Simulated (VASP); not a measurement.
## KCl (Sylvite): relaxation of the atoms with PBE

Crystal: KCl (Sylvite).

```xyz
2
Lattice="0.0000 3.2563 3.2563 3.2563 0.0000 3.2563 3.2563 3.2563 0.0000" Properties=species:S:1:pos:R:3 pbc="T T T"
K     0.0000    0.0000    0.0000
Cl    3.2563    3.2563    3.2563
```

The cell isn't the ideal one: a relaxed cell with its volume scaled by 1.06.

```json
{
 "Program": "VASP 6.6.1",
 "Task": "relaxation of the atoms",
 "Functional": "PBE",
 "Potentials or basis": "VASP PAW PBE potentials, release 64 (K_sv, Cl)",
 "Cutoff": "600 eV",
 "k mesh": "8 × 8 × 8",
 "Occupations": "gaussian, width 0.03 eV",
 "Spin": "no spin polarisation",
 "Further INCAR settings": "ALGO = Normal; EDIFF = 1e-07; IBRION = 2; EDIFFG = -0.01; NSW = 40"
}
```

* Pressure after relaxing: -0.8 GPa
* Band gap on the k mesh: 4.85 eV, direct

Final structure:
```
K Cl
1.0
     0.00000    3.25629    3.25629
     3.25629    0.00000    3.25629
     3.25629    3.25629    0.00000
K Cl
1 1
Direct
  0.00000 0.00000 0.00000
  0.50000 0.50000 0.50000
```

Levels at points of the mesh, in eV from the valence-band top:
| k point | band 4 | band 5 | band 6 | band 7 | band 8 | band 9 | band 10 | band 11 | band 12 |
| --- | --- | --- | --- | --- | --- | --- | --- | --- | --- |
| (0.00, 0.00, 0.00) | -10.92 | -10.92 | 0.00 | 0.00 | 0.00 | 4.85 | 8.30 | 8.30 | 8.30 |
| (0.50, 0.00, 0.00) | -10.93 | -10.73 | -0.89 | -0.25 | -0.25 | 7.29 | 8.18 | 10.18 | 10.18 |
| (0.50, 0.50, 0.00) | -10.96 | -10.96 | -0.59 | -0.20 | -0.20 | 6.59 | 7.89 | 9.48 | 10.02 |

It took 18 s on 1 thread of Intel(R) Xeon(R) 6975P-C (Granite Rapids), on a shared host, peak memory 0.24 GiB.

Caveat: the relaxation stopped at its first step, so nothing moved. A k mesh can miss the band edges.
